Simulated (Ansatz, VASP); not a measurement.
**ZnS in VASP and in Ansatz**

```xyz
2
Lattice="0.0000 2.7046 2.7046 2.7046 0.0000 2.7046 2.7046 2.7046 0.0000" Properties=species:S:1:pos:R:3 pbc="T T T"
Zn    0.0000    0.0000    0.0000
S     4.0570    4.0570    4.0570
```

Alike in both runs: task single point; functional PBE; k mesh 9 × 9 × 9; occupations fermi-dirac, width 0.01 eV; no spin polarisation.

|  | VASP | Ansatz |
| --- | --- | --- |
| version | VASP 6.6.1 | Ansatz 0.2.0 |
| potentials or method | VASP PAW PBE potentials, release 64 (Zn, S), cutoff 520 eV | all-electron LAPW, scalar-relativistic |

Ansatz gave:

```
gap on the k mesh at the Fermi level (eV) : 2.10
pressure (GPa)                            : 1.4
```

What did VASP give for the same quantities?

gap on the k mesh at the Fermi level (eV): 2.10; pressure (GPa): 1.5.

Ansatz ran all-electron here, so the differences hold the error of VASP's frozen core and of both bases.

As with any semilocal functional, this PBE gap is likely too small.
